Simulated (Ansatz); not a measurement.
# MnSi (rocksalt type): how the settings move a single-point run

Aim: see which settings change the result for MnSi (rocksalt type), by how much, and at what cost.

Method: reference: DFT, r2SCAN, PAW with Ansatz's default frozen-core files, scalar-relativistic, in Ansatz 0.2.0.

1 further run of the same task is left out (for a known fault of the program).

### 1 The system as given

Symmetry: Fm-3m, No. 225, cubic system. The conventional cell has a = 4.674 Å, b = 4.674 Å, c = 4.674 Å, α = 90.00°, β = 90.00°, γ = 90.00°. Mn (site symmetry m-3m) has 6 Si at 2.34 Å as nearest neighbours. Around Si (site symmetry m-3m) lie 6 Mn at 2.34 Å.

As a file:

```cif
data_structure
_symmetry_space_group_name_H-M 'P 1'
_symmetry_Int_Tables_number 1
_cell_length_a 3.3049
_cell_length_b 3.3049
_cell_length_c 3.3049
_cell_angle_alpha 60.000
_cell_angle_beta 60.000
_cell_angle_gamma 60.000
_cell_volume 25.53
loop_
_atom_site_label
_atom_site_type_symbol
_atom_site_fract_x
_atom_site_fract_y
_atom_site_fract_z
_atom_site_occupancy
Mn1 Mn 0.00000 0.00000 0.00000 1
Si1 Si 0.50000 0.50000 0.50000 1
```

### 2 Baseline

input.yaml

```yaml
crystal:
  lattice:
    - [0.0, 2.3369455221, 2.3369455221]
    - [2.3369455221, 0.0, 2.3369455221]
    - [2.3369455221, 2.3369455221, 0.0]
  atoms:
    - { symbol: Mn, position: [0.0, 0.0, 0.0], spin: 3.0 }
    - { symbol: Si, position: [0.5, 0.5, 0.5] }
magnetization:
  spin_polarized: true
kpoints:
  mp_grid: { grid: [14, 14, 14] }
scf:
  occupations: { method: fermi_dirac, width: 0.08 }
hamiltonian:
  xc: r2scan
  pseudopotentials: { kind: paw }
output:
  forces: true
  stress: true
  eigenvalues: true
  populations: true
  write_density: true
  write_potential: true
  elf: true
  volumetric_format: npy
```

Launch:

```sh
> ansatz run input.yaml --threads 1 --pin off --max-ram 3072MiB --backend cpu --events-out ev --progress --plain --runs-dir out
```

### 3 Variant: scf.algorithm direct_min, ecutwfc 350 eV

Edit input.yaml of step 2 so:

```diff
@@ -14,2 +14,3 @@
   occupations: { method: fermi_dirac, width: 0.08 }
+  algorithm: direct_min
 hamiltonian:
@@ -22,5 +23,3 @@
   populations: true
-  write_density: true
-  write_potential: true
-  elf: true
-  volumetric_format: npy
+basis:
+  ecutwfc: "350 eV"
```

Before running it: what results should come out? Wanted: for each run, ending; energy change; pressure; abs. moment; force.

**Answer**, as computed:

| run | ending | energy change | pressure (GPa) | abs. moment (μB) | force (eV/Å) | cycles | time |
| --- | --- | --- | --- | --- | --- | --- | --- |
| reference | converged | 0 | 19.5 | 3.01 | 0.00 | 15 | 22 s |
| 1: scf.algorithm direct_min, ecutwfc 350 eV | converged | +8.8 meV/atom | 19.5 | 3.00 | 0.00 | 11 | 58 s |

Times don't compare one to one where runs were asked for different outputs or read a saved state (see the inputs); cycles may leave out searches for a lower state.

Residual by cycle in the longest SCF loop of each run; runs are numbered as in the table. The quantity is the density residual dr2, in eV.

| cycle | reference | run 1 |
| --- | --- | --- |
| 1 | 1.23 | 1.54 |
| 2 | 0.0588 | 0.0525 |
| 4 | 2.89 | 3.93 |
| 5 | 0.0342 | 0.298 |
| 6 | 0.0147 | 0.0258 |
| 7 | 0.00719 | 0.00228 |
| 9 | 1.3e-5 | 2.2e-8 |
| 10 | 3.9e-6 | 1.0e-10 |
| 11 | 9.3e-7 | 8.6e-11 |
| 12 | 4.3e-7 | - |
| 14 | 9.9e-10 | - |
| 15 | 1.2e-8 | - |

**Reading.** Changing the solver and cutoff moves the energy by +8.8 meV/atom. The log warns that the cutoff is under what these potentials recommend, so the shift is basis error. Run 1 ran under the cutoff that the potentials recommend, as the log warns, so basis error is mixed into its values. The structure is not at rest: the sound run finds 19 GPa, so these are no properties of the relaxed crystal. 
